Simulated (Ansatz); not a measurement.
Stackings of close-packed layers of KF (capitals for K, lower case for the other element), each relaxed to a stress under 0.05 GPa; energies count from the stacking AcBaCb (Fm-3m).

Method: DFT PBE, scalar-relativistic, plane waves, PAW (Ansatz).

Cutoff 420 eV, Gaussian smearing of 0.02 eV, energies at zero smearing, symmetry of each start kept, no spin polarisation.

```
           start atoms k mesh excess energy (meV/atom) spacing of like layers (Å) a (Å) gap on the mesh (eV)
            AbAc      4   9×9×6                      40.6                       3.299  3.739                  5.90
            AcBc      4   9×9×6                      33.3                       3.275  3.740                  5.58
        AcBcAbCb      8   9×9×3                      17.7                       3.213  3.782                  5.74
    AcBaCbAbCaBc     12   9×9×2                      12.1                       3.188  3.799                  5.79
      AcBaCbAcBc     10   9×9×3                      14.4                       3.197  3.793                  5.73
AcBcAbCbAbCbAbCb     16   9×9×2                      25.7                       3.246  3.760                  5.62
```

An odd mesh misses points on the zone edge, so a gap read on it can be too wide.

Cost: 6 runs of about 19 core-minutes in all, on Arm Neoverse V1 (shared hosts).